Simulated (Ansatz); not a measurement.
Runs of Ansatz 0.2.0 on KBr. Symmetry: Fm-3m, No. 225, cubic system. The conventional cell has a = 6.600 Å, b = 6.600 Å, c = 6.600 Å, α = 90.00°, β = 90.00°, γ = 90.00°. Br (site symmetry m-3m) has 6 K at 3.30 Å as nearest neighbours. K (site symmetry m-3m) has 6 Br at 3.30 Å as nearest neighbours. 

| share of exact exchange | gap on the mesh (eV) | pressure (GPa) |
| --- | --- | --- |
| 0.3 | (b) | 0.4 |
| 0.05 | 4.67 | (a) |
| 0.25 | 5.62 | 0.5 |
| 0.1 | (c) | 0.6 |
| 0.15 | 5.14 | 0.6 |
| 0.2 | 5.38 | 0.5 |

Alike in all rows: task single point; level HSE06 form with a typed share of exact exchange; potentials or basis Ansatz PAW; no spin polarisation; cell as given; k mesh 4 × 4 × 4; cutoff (eV) 420; smearing fermi-dirac 0.05 eV.

Question: Estimate the missing entries.

Answer: (a) 0.7; (b) 5.87; (c) 4.90.

Caveats: the PAW data sets come from PBE, with cores solved anew for the run's functional, which leaves a small shift of forces and pressure; the thresholds are loose for stress.

A k mesh can miss the band edges, and the runs leave out spin-orbit coupling on Br.
